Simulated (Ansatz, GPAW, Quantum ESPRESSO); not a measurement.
HfC: 4 runs at one level of theory

```
CELL_PARAMETERS angstrom
3.34287 0.00000 0.00000
-1.67143 2.89501 0.00000
0.00000 0.00000 5.20271
ATOMIC_POSITIONS crystal
Hf 0.33333 0.66667 0.25000
Hf 0.66667 0.33333 0.75000
C 0.00000 0.00000 0.50000
C 0.00000 0.00000 0.00000
```

The cell comes from a database or a generator and needn't be the stable form of this composition.

Alike in all runs: task band structure; functional PBEsol; k mesh 9 × 9 × 5; occupations fermi-dirac, width 0.05 eV; no spin polarisation; no spin-orbit coupling. Pressure is positive in compression and, in plane waves, holds the error of the finite cutoff, which Ansatz's Pulay term estimates and takes out.

```csv
program and potentials,plane-wave cutoff (eV),notes,pressure (GPa)
"Ansatz, all-electron LAPW, scalar-relativistic",-,-,?
"Ansatz, PAW datasets made for the crystal",400,15 valence electrons an atom on average,-7.32
"GPAW, PAW data sets generated for this functional",800,8 valence electrons an atom on average,-6.30
"Quantum ESPRESSO, GBRV 1.5 PBEsol",612,8 valence electrons an atom on average,-7.22
```

Problem. Estimate from the other rows what the run with Ansatz, all-electron LAPW, scalar-relativistic gave.

Solution. Pressure -7.31 GPa. The other rows, which needn't bracket it: pressure -7.32 to -6.30.
